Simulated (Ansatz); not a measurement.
Runs of Ansatz 0.2.0 on CuO. The structure is tetragonal, space group P4/nmm (No. 129). Conventional cell: a = 3.175 Å, b = 3.175 Å, c = 4.650 Å, α = 90.00°, β = 90.00°, γ = 90.00°. Cu (site symmetry -4m2) is surrounded by 4 O at 2.02 Å and 4 Cu at 2.25 Å. O (site symmetry 4mm) has 4 Cu at 2.02 Å as nearest neighbours. The cell was built by a generator and needn't be a form met in nature.

```csv
task,level,U,cell,cutoff (eV),points for each segment of the path,hubbard projectors,double counting,gap on the mesh (eV),pressure (GPa),largest force (eV/Å)
band structure,r2SCAN+U,Cu d U = 5.3 eV,as given,500,14,ortho-atomic (the default),fll (the default),none,12.6,(a)
density of states,LDA,-,as given,420,-,-,-,none,(b),1.70
relaxation of cell and atoms,r2SCAN,-,relaxed,500,-,-,-,none,0.0,-
band structure,RPBE,-,as given,420,14,-,-,none,21.5,0.68
```

Alike in all rows: potentials or basis Ansatz PAW; no spin polarisation; k mesh 8 × 8 × 6; smearing fermi-dirac 0.05 eV.

**Question.** Fill in the values left out.

**Answer.** (a) 0.81; (b) 3.9.

Caveats: the run has no spin polarisation, though such a crystal can be magnetic; the PAW data sets come from PBE, with cores solved anew for the run's functional, which leaves a small shift of forces and pressure; semilocal functionals often make such compounds metallic where correlation or magnetic order opens a gap, which also shifts bond lengths (some runs); U without spin polarisation on a metal has little footing (some runs); forces of over 1 eV/Å show positions far from the minimum, so gaps and moduli don't describe the material at rest (some runs); the plane-wave basis is chosen anew once the cell has moved, so the energies of steps on either side of that aren't comparable (some runs); so large a pressure means that the cell lies far from this level's equilibrium, or that cutoff or potentials fall short (some runs).

A gap of «none» marks a metal or a gap under the smearing width.

Runs at the PBE level aren't shown here.
